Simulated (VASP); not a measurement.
# La (P6_3/mmc) in VASP: a series of runs

One crystal, La, is run at these levels: LDA; tasks: single point.

Everything below comes from runs of VASP 6.6.1. Logs are shortened: lines on timing, memory, paths and dates and some standing lists are left out, and cuts for length are marked.

### 1 The structure

It takes space group P6_3/mmc (No. 194, hexagonal). The conventional cell has a = 3.750 Å, b = 3.750 Å, c = 6.070 Å, α = 90.00°, β = 90.00°, γ = 120.00°. La (site symmetry -6m2) has 12 La at 3.73 to 3.75 Å as nearest neighbours.

This isn't the form of La at room conditions, which is double hcp.

### 2 Single point, LDA

INCAR

```
SYSTEM = La
PREC = Normal ; ENCUT = 500
EDIFF = 1E-6 ; ISMEAR = -1
SIGMA = 0.1 ; LREAL = .FALSE.
LASPH = .TRUE. ; NELM = 100
ALGO = Normal ; ISIF = 2
LWAVE = .FALSE. ; LCHARG = .FALSE.
GGA = CA ; ADDGRID = .FALSE.
```

KPOINTS

```
Automatic mesh
0
G
  17 17 10
  0 0 0
```

POSCAR

```
La
1.0
    3.7500000000      0.0000000000      0.0000000000
   -1.8750000000      3.2475952642      0.0000000000
    0.0000000000      0.0000000000      6.0700000000
La
2
Direct
    0.6666666667      0.3333333333      0.7500000000
    0.3333333333      0.6666666667      0.2500000000
```

Potentials or basis: VASP PAW LDA potentials, release 64 (La).

On the command line:

```bash
cat potpaw_LDA.64/La/POTCAR > POTCAR
mpirun -np 1 vasp_std > vasp.out
```

OUTCAR:

```text
SYSTEM = La
   PREC = Normal
   ENCUT = 500
   EDIFF = 1E-6
   ISMEAR = -1
   LREAL = .FALSE.
   LASPH = .TRUE.
   NELM = 100
   ISIF = 2
   GGA = CA

 Found    198 irreducible k-points:

 Following reciprocal coordinates:
            Coordinates               Weight
  0.000000  0.000000  0.000000      1.000000
  0.058824  0.000000  0.000000      6.000000
  0.117647 -0.000000  0.000000      6.000000
  0.176471  0.000000  0.000000      6.000000
  0.235294 -0.000000  0.000000      6.000000
  0.294118  0.000000  0.000000      6.000000
   k-points           NKPTS =    198   k-points in BZ     NKDIM =    198   number of bands    NBANDS=     15
   number of dos      NEDOS =    301   number of ions     NIONS =      2
   total plane-waves  NPLWV =  20736
   dimension x,y,z NGX =    24 NGY =   24 NGZ =   36
   dimension x,y,z NGXF=    48 NGYF=   48 NGZF=   72
   ions per type =               2
   NGX,Y,Z   is equivalent  to a cutoff of  10.64, 10.64,  9.86 a.u.
   NGXF,Y,Z  is equivalent  to a cutoff of  21.28, 21.28, 19.72 a.u.
 SYSTEM =  La
   PREC   = normal    normal or accurate (medium, high low for compatibility)
   ISTART =      0    job   : 0-new  1-cont  2-samecut
   ICHARG =      2    charge: 1-file 2-atom 10-const
   ISPIN  =      1    spin polarized calculation?
   LNONCOLLINEAR =      F non collinear calculations
   LSORBIT =      F    spin-orbit coupling
   LASPH  =      T    aspherical Exc in radial PAW
   ENCUT  =  500.0 eV  36.75 Ry    6.06 a.u.   6.84  6.84 11.07*2*pi/ulx,y,z
   NELM   =    100;   NELMIN=  2; NELMDL= -5     # of ELM steps
   EDIFF  = 0.1E-05   stopping-criterion for ELM
   LREAL  =      F    real-space projection
   EDIFFG = 0.1E-04   stopping-criterion for IOM
   NSW    =      0    number of steps for IOM
   IBRION =     -1    ionic relax: 0-MD 1-quasi-New 2-CG
   NFREE  =      0    steps in history (QN), initial steepest desc. (CG)
   ISIF   =      2    stress and relaxation
   ISYM   =      2    0-nonsym 1-usesym 2-fastsym
   POTIM  = 0.5000    time-step for ionic-motion
   TEBEG  =    0.0;   TEEND  =   0.0 temperature during run
   PSTRESS=    0.0 pullay stress
   NELECT =      22.0000    total number of electrons
   NUPDOWN=      -1.0000    fix difference up-down
   EMIN   =  10.00;   EMAX   =-10.00  energy-range for DOS
   EFERMI =   0.00;   METHOD = LEGACY
   ISMEAR =    -1;   SIGMA  =   0.10  broadening in eV -4-tet -1-fermi 0-gaus
   EFERMI_NEDOS =   21; number of points for ismear=-14 and -15
   IALGO  =     38    algorithm
   IMIX   =      4    mixing-type and parameters
     AMIX     =   0.40;   BMIX     =  1.00
     AMIX_MAG =   1.60;   BMIX_MAG =  1.00
  volume/ion in A,a.u.               =      36.96       249.43
  Fermi-wavevector in a.u.,A,eV,Ry     =   1.093004  2.065478 16.254307  1.194658
  Thomas-Fermi vector in A             =   2.229281
   LORBIT       =      0    0 simple, 1 ext, 2 COOP (PROOUT), +10 PAW based schemes
   GGA     = CA    functional components
   LHFCALC =     F    Hartree Fock is set to
   AEXX    =    0.0000 exact exchange contribution
   IVDW    =     0    specifies the selected vdW correction
   LEPSILON=     F    determine dielectric tensor
   LRPA    =     F    only Hartree local field effects (RPA)
 non-spin polarized calculation
  energy-cutoff  :      500.00
  volume of cell :       73.92
 maximum number of plane-waves:      1896
   NGX = 13   NGY = 13   NGZ = 23

 number of electron      22.0000008 magnetization

 Free energy of the ion-electron system (eV)
  ---------------------------------------------------
  ext. energy  EPLUGINS =         0.00000000
  ---------------------------------------------------
  free energy    TOTEN  =       -11.05733502 eV

  energy without entropy =      -10.92943190  energy(sigma->0) =      -10.99338346

 E-fermi :   7.6854     XC(G=0):  -9.7831

 val. band max:        7.6838019541   @ k =   0.1176   0.0588   0.4000
 cond. band min:       7.6949311185   @ k =   0.3529   0.0000   0.4000
 fundamental gap:      0.0111291644
 Fermi energy:         7.6854345358

 k-point     1 :       0.0000    0.0000    0.0000
  band No.  band energies     occupation
      1     -25.0366      2.00000
      2     -24.8271      2.00000
      3      -9.4431      2.00000
      4      -8.2111      2.00000
      5      -8.2111      2.00000
      6      -8.0200      2.00000
      7      -8.0200      2.00000
      8      -7.9913      2.00000
      9       4.5038      2.00000
     10       5.9296      2.00000
     11       8.7014      0.00008
     12       8.9926      0.00000
     13       8.9985      0.00000
     14       9.0818      0.00000
     15       9.1664      0.00000

 k-point     2 :       0.0588    0.0000    0.0000
  band No.  band energies     occupation
      1     -25.0307      2.00000
      2     -24.8243      2.00000
      3      -9.4281      2.00000
      4      -8.2508      2.00000
      5      -8.2235      2.00000
      6      -8.0611      2.00000
      7      -8.0249      2.00000
      8      -7.9974      2.00000
      9       4.5984      2.00000
     10       6.0177      2.00000
     11       8.4979      0.00059
     12       9.0225      0.00000
     13       9.0245      0.00000
     14       9.0295      0.00000
     15       9.1557      0.00000

 k-point     3 :       0.1176   -0.0000    0.0000
  band No.  band energies     occupation
      1     -25.0139      2.00000
      2     -24.8164      2.00000
      3      -9.3840      2.00000
      4      -8.3636      2.00000
      5      -8.2583      2.00000
      6      -8.1758      2.00000
      7      -8.0398      2.00000
      8      -8.0160      2.00000
      9       4.8670      2.00000
     10       6.2574      2.00000
     11       8.1776      0.01447
     12       8.7912      0.00003
     13       8.8346      0.00002
     14       9.0221      0.00000
     15       9.1131      0.00000

 k-point     4 :       0.1765    0.0000    0.0000
  band No.  band energies     occupation
      1     -24.9877      2.00000
      2     -24.8049      2.00000
      3      -9.3135      2.00000
      4      -8.5317      2.00000
      5      -8.3421      2.00000
      6      -8.3087      2.00000
      7      -8.0638      2.00000
      8      -8.0476      2.00000
      9       5.2641      2.00000
     10       6.5525      1.99998
     11       7.9225      0.17083
     12       8.3547      0.00248
     13       8.6585      0.00012
     14       8.9244      0.00001
     15       9.1820      0.00000

 k-point     5 :       0.2353   -0.0000    0.0000
  band No.  band energies     occupation
      1     -24.9550      2.00000
      2     -24.7919      2.00000
      3      -9.2211      2.00000
      4      -8.7296      2.00000
      5      -8.5321      2.00000
      6      -8.3668      2.00000
      7      -8.0944      2.00000
      8      -8.0928      2.00000
      9       5.7106      2.00000
     10       6.6886      1.99991
     11       7.8496      0.32450
     12       7.9133      0.18584
     13       8.5814      0.00026
     14       8.8569      0.00002
     15       9.1208      0.00000

 k-point     6 :       0.2941    0.0000    0.0000
  band No.  band energies     occupation
      1     -24.9193      2.00000
      2     -24.7800      2.00000
      3      -9.1134      2.00000
      4      -8.9290      2.00000
      5      -8.7189      2.00000
      6      -8.4245      2.00000
      7      -8.1513      2.00000
      8      -8.1273      2.00000
      9       6.0890      2.00000
     10       6.5903      1.99996
     11       7.3766      1.91278
     12       8.1342      0.02225
     13       8.7222      0.00006
     14       8.8217      0.00002
     15       9.0576      0.00000

 [... further k-points ...]

------------------------ aborting loop because EDIFF is reached ----------------------------------------

  FORCE on cell =-STRESS in cart. coord.  units (eV):
  Direction    XX          YY          ZZ          XY          YZ          ZX
  --------------------------------------------------------------------------------------
  -------------------------------------------------------------------------------------
  Total       -1.3663371     -1.3663371     -1.3540163      0.0000000      0.0000000      0.0000000
  in kB      -29.6132854    -29.6132854    -29.3462512      0.0000000      0.0000000      0.0000000
  external PRESSURE =     -29.5242740 kB  Pullay stress =       0.0000000 kB

 VOLUME and BASIS-vectors are now :
 -----------------------------------------------------------------------------
  energy-cutoff  :      500.00
  volume of cell :       73.92
      direct lattice vectors                 reciprocal lattice vectors
     3.750000000  0.000000000  0.000000000     0.266666667  0.153960072  0.000000000
    -1.875000000  3.247595264  0.000000000     0.000000000  0.307920144  0.000000000
     0.000000000  0.000000000  6.070000000     0.000000000  0.000000000  0.164744646

 POSITION                                       TOTAL-FORCE (eV/Angst)
 -----------------------------------------------------------------------------------
      1.87500      1.08253      4.55250        -0.000000     -0.000000      0.000000
     -0.00000      2.16506      1.51750         0.000000      0.000000      0.000000
 -----------------------------------------------------------------------------------
    total drift:                                0.000000     -0.000000      0.000000

  FREE ENERGIE OF THE ION-ELECTRON SYSTEM (eV)
  ---------------------------------------------------
  free  energy   TOTEN  =       -11.0573350160 eV

  energy  without entropy=      -10.9294318971  energy(sigma->0) =      -10.99338346
```

Wall time 75 s (1 thread of AMD EPYC 9R45 (Zen 5), shared host); peak memory 0.29 GiB.

The run converged, but some of its settings lie outside the range that counts as converged, so its numbers aren't taken as properties of the crystal.

What came out:

- Free energy: -11.0573 eV
- Pressure: -3.0 GPa
- Band gap on the k mesh: none (metal or under the smearing width)

### 3 Single point, LDA

INCAR is that of step 2.

KPOINTS is that of step 2.

POSCAR

```
La
1.0
    3.7500000000      0.0000000000      0.0000000000
   -1.8750000000      3.2475952642      0.0000000000
    0.0000000000      0.0000000000      6.0700000000
La
2
Direct
    0.6527560000      0.3219160000      0.7382770000
    0.3157440000      0.6620370000      0.2676620000
```

Potentials or basis: VASP PAW LDA potentials, release 64 (La).

On the command line:

```bash
cat potpaw_LDA.64/La/POTCAR > POTCAR
mpirun -np 1 vasp_std > vasp.out
```

OUTCAR:

```text
SYSTEM = La
   PREC = Normal
   ENCUT = 500
   EDIFF = 1E-6
   ISMEAR = -1
   LREAL = .FALSE.
   LASPH = .TRUE.
   NELM = 100
   ISIF = 2
   GGA = CA

 Found   1446 irreducible k-points:

 Following reciprocal coordinates:
            Coordinates               Weight
  0.000000  0.000000  0.000000      1.000000
  0.058824  0.000000  0.000000      2.000000
  0.000000  0.058824  0.000000      2.000000
 -0.058824  0.058824  0.000000      2.000000
  0.117647 -0.000000  0.000000      2.000000
  0.000000  0.117647  0.000000      2.000000
   k-points           NKPTS =   1446   k-points in BZ     NKDIM =   1446   number of bands    NBANDS=     15
   number of dos      NEDOS =    301   number of ions     NIONS =      2
   total plane-waves  NPLWV =  20736
   dimension x,y,z NGX =    24 NGY =   24 NGZ =   36
   dimension x,y,z NGXF=    48 NGYF=   48 NGZF=   72
   ions per type =               2
   NGX,Y,Z   is equivalent  to a cutoff of  10.64, 10.64,  9.86 a.u.
   NGXF,Y,Z  is equivalent  to a cutoff of  21.28, 21.28, 19.72 a.u.
 SYSTEM =  La
   PREC   = normal    normal or accurate (medium, high low for compatibility)
   ISTART =      0    job   : 0-new  1-cont  2-samecut
   ICHARG =      2    charge: 1-file 2-atom 10-const
   ISPIN  =      1    spin polarized calculation?
   LNONCOLLINEAR =      F non collinear calculations
   LSORBIT =      F    spin-orbit coupling
   LASPH  =      T    aspherical Exc in radial PAW
   ENCUT  =  500.0 eV  36.75 Ry    6.06 a.u.   6.84  6.84 11.07*2*pi/ulx,y,z
   NELM   =    100;   NELMIN=  2; NELMDL= -5     # of ELM steps
   EDIFF  = 0.1E-05   stopping-criterion for ELM
   LREAL  =      F    real-space projection
   EDIFFG = 0.1E-04   stopping-criterion for IOM
   NSW    =      0    number of steps for IOM
   IBRION =     -1    ionic relax: 0-MD 1-quasi-New 2-CG
   NFREE  =      0    steps in history (QN), initial steepest desc. (CG)
   ISIF   =      2    stress and relaxation
   ISYM   =      2    0-nonsym 1-usesym 2-fastsym
   POTIM  = 0.5000    time-step for ionic-motion
   TEBEG  =    0.0;   TEEND  =   0.0 temperature during run
   PSTRESS=    0.0 pullay stress
   NELECT =      22.0000    total number of electrons
   NUPDOWN=      -1.0000    fix difference up-down
   EMIN   =  10.00;   EMAX   =-10.00  energy-range for DOS
   EFERMI =   0.00;   METHOD = LEGACY
   ISMEAR =    -1;   SIGMA  =   0.10  broadening in eV -4-tet -1-fermi 0-gaus
   EFERMI_NEDOS =   21; number of points for ismear=-14 and -15
[... 18 lines left out ...]
   NGX = 13   NGY = 13   NGZ = 23

 number of electron      22.0000000 magnetization

 Free energy of the ion-electron system (eV)
  ---------------------------------------------------
  ext. energy  EPLUGINS =         0.00000000
  ---------------------------------------------------
  free energy    TOTEN  =       -11.03820069 eV

  energy without entropy =      -10.91301890  energy(sigma->0) =      -10.97560980

 E-fermi :   7.6839     XC(G=0):  -9.7749

 val. band max:        7.6834187684   @ k =  -0.4706   0.0588  -0.3000
 cond. band min:       7.6842123558   @ k =   0.0588   0.4118  -0.3000
 fundamental gap:      0.0007935874
 Fermi energy:         7.6838686491

 k-point     1 :       0.0000    0.0000    0.0000
  band No.  band energies     occupation
      1     -25.0444      2.00000
      2     -24.8152      2.00000
      3      -9.4643      2.00000
      4      -8.2291      2.00000
      5      -8.2138      2.00000
      6      -8.0175      2.00000
      7      -8.0062      2.00000
      8      -7.9714      2.00000
      9       4.5170      2.00000
     10       5.9074      2.00000
     11       8.6695      0.00010
     12       8.9292      0.00001
     13       8.9406      0.00001
     14       9.0705      0.00000
[... 77 lines left out ...]
      2     -24.8052      2.00000
      3      -9.4060      2.00000
      4      -8.3860      2.00000
      5      -8.2653      2.00000
      6      -8.1638      2.00000
      7      -8.0335      2.00000
      8      -7.9897      2.00000
      9       4.8806      2.00000
     10       6.2370      2.00000
     11       8.1165      0.02609
     12       8.7165      0.00007
     13       8.9113      0.00001
     14       9.0484      0.00000
     15       9.0779      0.00000

 [... further k-points ...]

------------------------ aborting loop because EDIFF is reached ----------------------------------------

  FORCE on cell =-STRESS in cart. coord.  units (eV):
  Direction    XX          YY          ZZ          XY          YZ          ZX
  --------------------------------------------------------------------------------------
  -------------------------------------------------------------------------------------
  Total       -1.3376556     -1.3181753     -1.1922329      0.0115997      0.0090387     -0.0109385
  in kB      -28.9916561    -28.5694512    -25.8398397      0.2514057      0.1959003     -0.2370747
  external PRESSURE =     -27.8003157 kB  Pullay stress =       0.0000000 kB

 VOLUME and BASIS-vectors are now :
 -----------------------------------------------------------------------------
  energy-cutoff  :      500.00
  volume of cell :       73.92
      direct lattice vectors                 reciprocal lattice vectors
     3.750000000  0.000000000  0.000000000     0.266666667  0.153960072  0.000000000
    -1.875000000  3.247595264  0.000000000     0.000000000  0.307920144  0.000000000
     0.000000000  0.000000000  6.070000000     0.000000000  0.000000000  0.164744646

 POSITION                                       TOTAL-FORCE (eV/Angst)
 -----------------------------------------------------------------------------------
      1.84424      1.04545      4.48134        -0.007364      0.005756      0.226132
     -0.05728      2.15003      1.62471         0.007364     -0.005756     -0.226132
 -----------------------------------------------------------------------------------
    total drift:                               -0.000015     -0.000003      0.000041

  FREE ENERGIE OF THE ION-ELECTRON SYSTEM (eV)
  ---------------------------------------------------
  free  energy   TOTEN  =       -11.0382006943 eV

  energy  without entropy=      -10.9130189040  energy(sigma->0) =      -10.97560980
```

OSZICAR:

```text
N       E                     dE             d eps       ncg     rms          rms(c)
DAV:   1     0.243880537273E+03    0.24388E+03   -0.80372E+03 43548   0.198E+03
DAV:   2     0.257557370103E+02   -0.21812E+03   -0.21634E+03 66114   0.346E+02
DAV:   3    -0.683275525714E+01   -0.32588E+02   -0.32021E+02 74356   0.154E+02
DAV:   4    -0.108018721822E+02   -0.39691E+01   -0.38895E+01 86634   0.513E+01
DAV:   5    -0.111606393435E+02   -0.35877E+00   -0.35584E+00 71456   0.137E+01    0.346E+00
DAV:   6    -0.110604656281E+02    0.10017E+00   -0.19449E+00 86667   0.801E+00    0.173E+00
DAV:   7    -0.110463108807E+02    0.14155E-01   -0.17776E-01 76194   0.333E+00    0.105E+00
DAV:   8    -0.110384498727E+02    0.78610E-02   -0.13983E-02 84008   0.116E+00    0.167E-01
DAV:   9    -0.110381933619E+02    0.25651E-03   -0.15681E-03 83448   0.310E-01    0.499E-02
DAV:  10    -0.110381989561E+02   -0.55941E-05   -0.24346E-04 85840   0.128E-01    0.173E-02
DAV:  11    -0.110382014440E+02   -0.24879E-05   -0.21377E-05 73014   0.459E-02    0.688E-03
DAV:  12    -0.110382006943E+02    0.74977E-06   -0.23348E-06 52160   0.179E-02
   1 F= -.11038201E+02 E0= -.10975610E+02  d E =-.125182E+00
```

Run time: 8.8 min. Hardware: 1 thread of AMD EPYC 9R45 (Zen 5), shared host; peak memory 1.5 GiB.

The run converged, but some of its settings lie outside the range that counts as converged, so its numbers aren't taken as properties of the crystal.

What came out:

* Free energy: -11.0382 eV
* Pressure: -2.8 GPa
* Largest force: 0.226 eV/Å
* Band gap on the k mesh: none (metal or under the smearing width)
